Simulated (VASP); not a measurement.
# SiC (P6_3mc) in VASP: single point with HSE06

Aim: the single point of SiC with HSE06.

Program: VASP 6.6.1. These are calculated values, not measurements. Logs are shortened: lines on timing, memory, paths and dates and some standing lists are left out, and cuts for length are marked.

## 1. Starting point

Symmetry: P6_3mc, No. 186, hexagonal system. The conventional cell has a = 3.080 Å, b = 3.080 Å, c = 5.040 Å, α = 90.00°, β = 90.00°, γ = 120.00°. Si (site symmetry 3m) is surrounded by 4 C at 1.89 Å. Around C (site symmetry 3m) lie 4 Si at 1.89 Å.

The cell was built by a generator and needn't be a form met in nature.

## 2. Single point, HSE06

File POSCAR:

```
SiC
1.0
    3.0800000000      0.0000000000      0.0000000000
   -1.5400000000      2.6673582437      0.0000000000
    0.0000000000      0.0000000000      5.0400000000
Si C
2 2
Direct
    0.0000000000      0.0000000000      0.0000000000
    0.3333333333      0.6666666667      0.5000000000
    0.0000000000      0.0000000000      0.3750000000
    0.3333333333      0.6666666667      0.8750000000
```

File INCAR.step1:

```
SYSTEM = SiC
PREC = Accurate ; ENCUT = 450
EDIFF = 1E-5 ; ISMEAR = -1
SIGMA = 0.05 ; LREAL = .False.
LASPH = .True. ; NELM = 80
ALGO = Normal ; ISIF = 2
LWAVE = .True. ; LCHARG = .False.
NBANDS = 16 ; KPAR = 8
GGA = PE
```

File INCAR.step2:

```
SYSTEM = SiC
PREC = Accurate ; ENCUT = 450
EDIFF = 1E-7 ; ISMEAR = -1
SIGMA = 0.05 ; LREAL = .False.
LASPH = .True. ; NELM = 80
ALGO = Normal ; ISIF = 2
LWAVE = .False. ; LCHARG = .False.
GGA = PE ; LHFCALC = .True.
HFSCREEN = 0.2 ; PRECFOCK = Fast
NBANDS = 16 ; KPAR = 8
ISTART = 1
```

File KPOINTS:

```
Automatic mesh
0
Gamma
  6 6 3
  0 0 0
```

Potentials or basis: VASP PAW PBE potentials, release 64 (Si, C).

Started as:

```console
cat potpaw_PBE.64/Si/POTCAR potpaw_PBE.64/C/POTCAR > POTCAR
cp INCAR.step1 INCAR
mpirun -np 8 vasp_std > vasp.out
cp INCAR.step2 INCAR
mpirun -np 8 vasp_std > vasp.out
```

OUTCAR:

```text
SYSTEM = SiC
   PREC = Accurate
   ENCUT = 450
   EDIFF = 1E-7
   ISMEAR = -1
   LREAL = .False.
   LASPH = .True.
   NELM = 80
   ISIF = 2
   GGA = PE
   LHFCALC = .True.
   HFSCREEN = 0.2
   PRECFOCK = Fast
   ISTART = 1

 ion  position               nearest neighbor table
   1  0.000  0.000  0.000-   4 1.89   4 1.89   4 1.89   3 1.89   2 3.08   2 3.08   2 3.08   2 3.08
                             2 3.08   2 3.08
   2  0.333  0.667  0.500-   3 1.89   3 1.89   3 1.89   4 1.89   1 3.08   1 3.08   1 3.08   1 3.08
                             1 3.08   1 3.08
   3  0.000  0.000  0.375-   2 1.89   2 1.89   2 1.89   1 1.89
   4  0.333  0.667  0.875-   1 1.89   1 1.89   1 1.89   2 1.89

  LATTYP: Found a hexagonal cell.
 ALAT       =     3.0800000000
 C/A-ratio  =     1.6363636364

  Lattice vectors:

 A1 = (   3.0800000000,   0.0000000000,   0.0000000000)
 A2 = (  -1.5400000000,   2.6673582437,   0.0000000000)
 A3 = (   0.0000000000,   0.0000000000,   5.0400000000)

Analysis of symmetry for initial positions (statically):
=====================================================================
 Subroutine PRICEL returns:
 Original cell was already a primitive cell.

 Routine SETGRP: Setting up the symmetry group for a
 hexagonal supercell.

 Subroutine GETGRP returns: Found 12 space group operations
 (whereof  6 operations were pure point group operations)
 out of a pool of 24 trial point group operations.

The static configuration has the point symmetry C_3v.
 The point group associated with its full space group is C_6v.

Analysis of symmetry for dynamics (positions and initial velocities):
=====================================================================
 Subroutine PRICEL returns:
 Original cell was already a primitive cell.

 Routine SETGRP: Setting up the symmetry group for a
 hexagonal supercell.

 Subroutine GETGRP returns: Found 12 space group operations
 (whereof  6 operations were pure point group operations)
 out of a pool of 24 trial point group operations.

The dynamic configuration has the point symmetry C_3v.
 The point group associated with its full space group is C_6v.

 Subroutine INISYM returns: Found 12 space group operations
 (whereof  6 operations are pure point group operations),
 and found     1 'primitive' translations

----------------------------------------------------------------------------------------

                                     Primitive cell

  volume of cell :      41.4059

  direct lattice vectors                    reciprocal lattice vectors
     3.080000000  0.000000000  0.000000000     0.324675325  0.187451386  0.000000000
    -1.540000000  2.667358244  0.000000000     0.000000000  0.374902772  0.000000000
     0.000000000  0.000000000  5.040000000     0.000000000  0.000000000  0.198412698

  length of vectors
     3.080000000  3.080000000  5.040000000     0.374902772  0.374902772  0.198412698

  position of ions in fractional coordinates (direct lattice)
     0.000000000  0.000000000  0.000000000
     0.333333333  0.666666667  0.500000000
     0.000000000  0.000000000  0.375000000
     0.333333333  0.666666667  0.875000000

  ion indices of the primitive-cell ions
   primitive index   ion index
                 1           1
                 2           2
                 3           3
                 4           4

----------------------------------------------------------------------------------------

 KPOINTS: Automatic mesh

Automatic generation of k-mesh.
 Grid dimensions read from file:
 generate k-points for:    6    6    3

 Generating k-lattice:

  Cartesian coordinates                     Fractional coordinates (reciprocal lattice)
     0.054112554  0.031241898  0.000000000     0.166666667  0.000000000  0.000000000
     0.000000000  0.062483795  0.000000000     0.000000000  0.166666667  0.000000000
     0.000000000  0.000000000  0.066137566     0.000000000  0.000000000  0.333333333

  Length of vectors
     0.062483795  0.062483795  0.066137566

  Shift w.r.t. Gamma in fractional coordinates (k-lattice)
     0.000000000  0.000000000  0.000000000

 Subroutine IBZKPT returns following result:
 ===========================================

 Found     14 irreducible k-points:

 Following reciprocal coordinates:
            Coordinates               Weight
  0.000000  0.000000  0.000000      1.000000
  0.166667  0.000000  0.000000      6.000000
  0.333333  0.000000  0.000000      6.000000
  0.500000  0.000000  0.000000      3.000000
  0.166667  0.166667  0.000000      6.000000
  0.333333  0.166667  0.000000     12.000000
  0.333333  0.333333  0.000000      2.000000
  0.000000  0.000000  0.333333      2.000000
  0.166667  0.000000  0.333333     12.000000
  0.333333  0.000000  0.333333     12.000000
  0.500000  0.000000  0.333333      6.000000
  0.166667  0.166667  0.333333     12.000000
  0.333333  0.166667  0.333333     24.000000
  0.333333  0.333333  0.333333      4.000000
   k-points           NKPTS =     14   k-points in BZ     NKDIM =    108   number of bands    NBANDS=     16
   number of dos      NEDOS =    301   number of ions     NIONS =      4
   total plane-waves  NPLWV =  20736
   dimension x,y,z NGX =    24 NGY =   24 NGZ =   36
   dimension x,y,z NGXF=    48 NGYF=   48 NGZF=   72
   ions per type =               2   2
   NGX,Y,Z   is equivalent  to a cutoff of  12.95, 12.95, 11.87 a.u.
   NGXF,Y,Z  is equivalent  to a cutoff of  25.91, 25.91, 23.75 a.u.
 SYSTEM =  SiC
   PREC   = accura    normal or accurate (medium, high low for compatibility)
   ISTART =      1    job   : 0-new  1-cont  2-samecut
   ICHARG =      0    charge: 1-file 2-atom 10-const
   ISPIN  =      1    spin polarized calculation?
   LNONCOLLINEAR =      F non collinear calculations
   LSORBIT =      F    spin-orbit coupling
   LASPH  =      T    aspherical Exc in radial PAW
   ENCUT  =  450.0 eV  33.07 Ry    5.75 a.u.   5.33  5.33  8.72*2*pi/ulx,y,z
   NELM   =     80;   NELMIN=  2; NELMDL=  0     # of ELM steps
   EDIFF  = 0.1E-06   stopping-criterion for ELM
   LREAL  =      F    real-space projection
   EDIFFG = 0.1E-05   stopping-criterion for IOM
   NSW    =      0    number of steps for IOM
   IBRION =     -1    ionic relax: 0-MD 1-quasi-New 2-CG
   NFREE  =      0    steps in history (QN), initial steepest desc. (CG)
   ISIF   =      2    stress and relaxation
   ISYM   =      3    0-nonsym 1-usesym 2-fastsym
   POTIM  = 0.5000    time-step for ionic-motion
   TEBEG  =    0.0;   TEEND  =   0.0 temperature during run
   PSTRESS=    0.0 pullay stress
   NELECT =      16.0000    total number of electrons
   NUPDOWN=      -1.0000    fix difference up-down
   EMIN   =  10.00;   EMAX   =-10.00  energy-range for DOS
   EFERMI =   0.00;   METHOD = LEGACY
   ISMEAR =    -1;   SIGMA  =   0.05  broadening in eV -4-tet -1-fermi 0-gaus
   EFERMI_NEDOS =   21; number of points for ismear=-14 and -15
   IALGO  =     38    algorithm
   IMIX   =      1    mixing-type and parameters
     AMIX     =   0.40;   BMIX     =  1.00
     AMIX_MAG =   1.60;   BMIX_MAG =  1.00
  volume/ion in A,a.u.               =      10.35        69.86
  Fermi-wavevector in a.u.,A,eV,Ry     =   1.192415  2.253337 19.345479  1.421853
  Thomas-Fermi vector in A             =   2.328453
   LORBIT       =      0    0 simple, 1 ext, 2 COOP (PROOUT), +10 PAW based schemes
   GGA     = PE    functional components
   LHFCALC =     T    Hartree Fock is set to
   PRECFOCK=fast      Normal, Fast or Accurate (Low or Medium for compatibility)
   ENCUT4O =  -1.0   cutoff for four orbital integrals eV
   NKREDX  =     1    reduce k-point grid by
   NKREDY  =     1    reduce k-point grid by
   NKREDZ  =     1    reduce k-point grid by
   AEXX    =    0.2500 exact exchange contribution
   HFSCREEN=    0.2000 screening length (either q_TF or 0.3 A-1)
   HFSCREENC=   0.2000 screening length for correlation (either q_TF or 0.3 A-1)
   ENCUTFOCK=  -1.0 apply spherical cutoff to Coloumb kernel
   IVDW    =     0    specifies the selected vdW correction
   LEPSILON=     F    determine dielectric tensor
   LRPA    =     F    only Hartree local field effects (RPA)
 non-spin polarized calculation
  energy-cutoff  :      450.00
  volume of cell :       41.41
 maximum number of plane-waves:       917
 NGX is ok and might be reduce to    24
  NGX = 12; NGY = 12; NGZ = 20

 number of electron      16.0000000 magnetization

 Free energy of the ion-electron system (eV)
  ---------------------------------------------------
  ext. energy  EPLUGINS =         0.00000000
  ---------------------------------------------------
  free energy    TOTEN  =       -34.90404615 eV

  energy without entropy =      -34.90404615  energy(sigma->0) =      -34.90404615

 E-fermi :   8.7078     XC(G=0):  -9.3335

 val. band max:        7.6550662726   @ k =   0.0000   0.0000   0.0000
 cond. band min:      10.8198801423   @ k =   0.3333   0.3333   0.0000
 fundamental gap:      3.1648138697
 Fermi energy:         8.7077673737

 k-point     1 :       0.0000    0.0000    0.0000
  band No.  band energies     occupation
      1      -9.5268      2.00000
      2      -5.6504      2.00000
      3      -1.9031      2.00000
      4       6.1722      2.00000
      5       6.1722      2.00000
      6       7.5099      2.00000
[... 8 lines left out ...]
     15      18.0202      0.00000
     16      20.6566      0.00000

 k-point     2 :       0.1667    0.0000    0.0000
  band No.  band energies     occupation
      1      -9.0080      2.00000
      2      -5.2170      2.00000
      3      -1.4235      2.00000
      4       3.8276      2.00000
      5       5.4262      2.00000
      6       5.9308      2.00000
[... 8 lines left out ...]
     15      18.5670      0.00000
     16      18.9994      0.00000
[... 197 lines left out ...]
      5       2.5778      2.00000
      6       3.8338      2.00000
[... 8 lines left out ...]
     15      20.8562      0.00000
     16      21.3526      0.00000

 k-point    14 :       0.3333    0.3333    0.3333
  band No.  band energies     occupation
      1      -4.4605      2.00000
      2      -4.4605      2.00000
      3      -0.5337      2.00000
      4      -0.5337      2.00000
      5       0.8561      2.00000
      6       2.3394      2.00000
[... 8 lines left out ...]
     15      20.9088      0.00000
     16      21.3156      0.00000

------------------------ aborting loop because EDIFF is reached ----------------------------------------

  FORCE on cell =-STRESS in cart. coord.  units (eV):
  Direction    XX          YY          ZZ          XY          YZ          ZX
  --------------------------------------------------------------------------------------
  -------------------------------------------------------------------------------------
  Total       -0.6930700     -0.6930700     -0.1849057      0.0000000      0.0000000     -0.0000000
  in kB      -26.8179195    -26.8179195     -7.1548120      0.0000000      0.0000000     -0.0000000
  external PRESSURE =     -20.2635503 kB  Pullay stress =       0.0000000 kB

 VOLUME and BASIS-vectors are now :
 -----------------------------------------------------------------------------
  energy-cutoff  :      450.00
  volume of cell :       41.41
      direct lattice vectors                 reciprocal lattice vectors
     3.080000000  0.000000000  0.000000000     0.324675325  0.187451386  0.000000000
    -1.540000000  2.667358244  0.000000000     0.000000000  0.374902772  0.000000000
     0.000000000  0.000000000  5.040000000     0.000000000  0.000000000  0.198412698

 POSITION                                       TOTAL-FORCE (eV/Angst)
 -----------------------------------------------------------------------------------
      0.00000      0.00000      0.00000         0.000000      0.000000     -0.124284
     -0.00000      1.77824      2.52000        -0.000000      0.000000     -0.124284
      0.00000      0.00000      1.89000         0.000000     -0.000000      0.124284
     -0.00000      1.77824      4.41000        -0.000000      0.000000      0.124284
 -----------------------------------------------------------------------------------
    total drift:                                0.000000     -0.000000     -0.000224

  FREE ENERGIE OF THE ION-ELECTRON SYSTEM (eV)
  ---------------------------------------------------
  free  energy   TOTEN  =       -34.9040461473 eV

  energy  without entropy=      -34.9040461472  energy(sigma->0) =      -34.90404615
```

Wall time 73 s (8 MPI ranks of Intel Xeon Platinum 8559C (Emerald Rapids), shared host); peak memory 0.23 GiB.

What came out:

| Quantity | Value |
| --- | --- |
| Free energy | -34.9040 eV |
| Largest force | 0.124 eV/Å |
| Band gap on the k mesh | 3.16 eV, indirect (least direct gap 5.04 eV) |

Forces in eV/Å, atoms in the order of the input:
```
Si   0.000  0.000 -0.124
Si   0.000  0.000 -0.124
C    0.000  0.000  0.124
C    0.000  0.000  0.124
```

Levels at points of the mesh, in eV from the valence-band top:
| k point | band 4 | band 5 | band 6 | band 7 | band 8 | band 9 | band 10 | band 11 | band 12 | band 13 |
| --- | --- | --- | --- | --- | --- | --- | --- | --- | --- | --- |
| (0.00, 0.00, 0.00) | -1.48 | -1.48 | -0.15 | 0.00 | 0.00 | 5.92 | 7.53 | 7.86 | 7.86 | 9.08 |
| (0.50, 0.00, 0.00) | -6.90 | -5.97 | -3.68 | -3.55 | -1.32 | 3.72 | 5.27 | 8.11 | 8.33 | 11.64 |

Caveat: the cutoff is under 1.25 times the usual one of these potentials, so pressure, stress and relaxed cells hold a basis-set (Pulay) error; the PAW data sets were made with another functional, which shifts forces and pressure a little; an odd mesh through Γ misses points on the zone boundary, where band edges often lie.
